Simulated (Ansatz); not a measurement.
## HfN: enthalpy against pressure

HfN, Fm-3m, a = 4.548 Å. Ansatz: PBE, PAW, 420 eV, Γ-centred 16×16×16 mesh on 2 atoms, Gaussian smearing 0.10 eV; no spin polarisation. Cell and atoms are relaxed at each pressure, and no other structure is tried, so the rows at high pressure may lie past a change of phase. y is the enthalpy over the state at zero pressure; there V0 = 11.757 Å³/atom. The pressures are the targets, met within 0.07 GPa.

```tsv
P (GPa)	y (eV/atom)
-3.0	-0.2215
0.0	0.0000
3.0	0.2189
8.0	0.5786
15.0	1.0721
30.0	?
60.0	4.0312
```

Problem. Fit y = c1 P + c2 P² + c3 P³ to the other rows, say what c1 and c2 mean, and predict the missing value.

Solution. Least squares on the rows shown. y = 0.073387 P − 0.00013589 P² + 5.4241×10⁻⁷ P³. Since dH/dP = V, c1 is V0: 0.073387 eV/GPa × 160.2 = 11.757 Å³ against 11.757; c2 = −V0/(2B0) gives B0 = 270 GPa, where a Birch–Murnaghan fit to the volumes of the same runs (not shown) gives 263 GPa. At P = 30.0 the fit asked for gives 2.0940 eV/atom. The run gave 2.0956 eV/atom, so the fit is 0.0016 eV/atom too low, 0.038 % of the span of the series, against an rms of 0.00006 eV/atom on the fitted rows. With a term in P⁴ added, a fit to the same known rows predicts 2.0963 eV/atom, a smaller miss on the other side.

The cell has an odd number of electrons and ran without spin polarisation, so a magnetic or disproportionated state may lie lower. Spin–orbit coupling is left out, which can shift energies with elements as heavy as these.